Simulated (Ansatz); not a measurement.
SnS2: frozen-core PAW against all-electron methods

```
Sn S
1.0
     3.56232    0.00000    0.00000
    -1.78116    3.08506    0.00000
     0.00000    0.00000    5.49400
Sn S
1 2
Direct
  0.00000 0.00000 0.00000
  0.66667 0.33333 0.26390
  0.33333 0.66667 0.73610
```

Atom numbers follow the list: Sn1, S2, S3.

Conventional cell: a = 3.562 Å, b = 3.562 Å, c = 5.494 Å, α = 90.00°, β = 90.00°, γ = 120.00°. Sn (atom 1) has 6 S at 2.52 Å as nearest neighbours. Around S (atom 2) lie 3 Sn at 2.52 Å.

The cell comes from COD entry 7038081, which wasn't checked; take it as a given geometry. The listed cell was then made from it by scaling, straining or moving an atom.

Spin–orbit coupling is left out, though it moves levels of the heavy atoms by tenths of an eV or more.

Levels of theory: DFT, PBEsol, PAW with Ansatz's default frozen-core files, scalar-relativistic (Ansatz 0.2.0); DFT, PBEsol, all-electron PAW with datasets made for the crystal, scalar-relativistic (Ansatz 0.2.0); DFT, PBEsol, all-electron LAPW, scalar-relativistic (Ansatz 0.2.0).

For PAW: a Γ-centred 10×10×6 k mesh, Fermi–Dirac smearing of 0.01 eV, cutoff 420 eV, no spin polarisation; the PAW files were made with PBE, and the program remakes their frozen cores for this functional. The crystal-made all-electron datasets (AE datasets) take a cutoff of 260 eV at this cell. LAPW targets a basis error of 1 meV/atom. The Ansatz runs share mesh, smearing and spin set-up. Plane-wave (PAW) pressures include the program's estimate of the Pulay term.

Stress and pressure are positive in compression.

The change that made this cell: equal xx and yy strain of -1 %.

No spin–orbit coupling: at heavy atoms the gradients can be off by tens of per cent for that reason.

| quantity | PAW | AE datasets | LAPW |
| --- | --- | --- | --- |
| pressure (GPa) | 7.92 | 7.90 | 7.90 |
| stress xx (GPa) | 8.03 | 8.00 | 8.01 |
| stress zz (GPa) | 7.70 | 7.68 | 7.68 |
| force on S2, z (eV/Å) | 0.511 | 0.508 | 0.508 |
| band gap (eV) | 1.075 | 1.080 | 1.080 |
| field gradient Vzz at Sn1 (10²¹ V/m²) | 0.90 | 0.90 | – |
| field gradient Vzz at S2 (10²¹ V/m²) | -3.96 | -3.95 | – |
